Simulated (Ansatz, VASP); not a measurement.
Na in VASP and in Ansatz

```
CELL_PARAMETERS angstrom
-1.87562 1.87562 2.61958
1.87562 -1.87562 2.61958
1.87562 1.87562 -2.61958
ATOMIC_POSITIONS crystal
Na 0.00000 0.00000 0.00000
```

Change from the starting cell: volume scaled by 0.98.

Alike in both runs: task single point; functional PBE; k mesh 10 × 10 × 10; occupations fermi-dirac, width 0.05 eV; no spin polarisation.

|  | VASP | Ansatz |
| --- | --- | --- |
| version | VASP 6.6.1 | Ansatz 0.2.0 |
| potentials or method | VASP PAW PBE potentials, release 64 (Na_pv) | Ansatz PAW |
| plane-wave cutoff (eV) | 520 | 420 |
| valence electrons in the cell | 7 | 9 |

|  | VASP | Ansatz | Ansatz less VASP |
| --- | --- | --- | --- |
| gap on the k mesh at the Fermi level (eV) | none | none | - |
| pressure (GPa) | 0.0 | 0.0 | 0.00 |

A gap of «none» marks a metal or a gap that the smearing closes. The functional is the same, so the differences come from potentials, cutoffs and numerics. The two sets of potentials don't hold the same shells in valence.
